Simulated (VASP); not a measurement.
## Li2S: single point with PBE+D3(BJ)

Li2S:

```
CELL_PARAMETERS angstrom
0.00000 2.78458 2.78458
2.78458 0.00000 2.78458
2.78458 2.78458 0.00000
ATOMIC_POSITIONS crystal
Li 0.25000 0.25000 0.25000
Li 0.75000 0.75000 0.75000
S 0.00000 0.00000 0.00000
```

The cell isn't the ideal one: relaxed again under DFT PBE+D3(BJ), scalar-relativistic, plane waves, PAW.

* Program: VASP 6.6.1
* Task: single point
* Functional: PBE
* Dispersion: D3(BJ)
* Potentials or basis: VASP PAW PBE potentials, release 64 (Li_sv, S)
* Cutoff: 520 eV
* k mesh: 8 × 8 × 8
* Occupations: gaussian, width 0.02 eV
* Spin: no spin polarisation

```json
{
  "Band gap on the k mesh": "3.34 eV, indirect (least direct gap 4.64 eV)",
  "Dispersion energy per atom": "-0.283 eV"
}
```

Levels at points of the mesh, in eV from the valence-band top:
```csv
k point,band 2,band 3,band 4,band 5,band 6,band 7,band 8,band 9,band 10,band 11
"(0.00, 0.00, 0.00)",-44.01,-11.21,0.00,0.00,0.00,4.64,6.25,6.25,6.25,11.36
"(0.50, 0.00, 0.00)",-44.03,-10.72,-3.10,-0.56,-0.56,6.44,6.60,6.60,8.76,13.29
"(0.50, 0.50, 0.00)",-44.02,-10.58,-2.31,-1.56,-1.56,3.34,7.28,11.60,11.60,12.78
```

It took 12 s on 1 thread of Intel(R) Xeon(R) 6975P-C (Granite Rapids), with other jobs on the host, peak memory 0.17 GiB.

 A k mesh can miss the band edges.
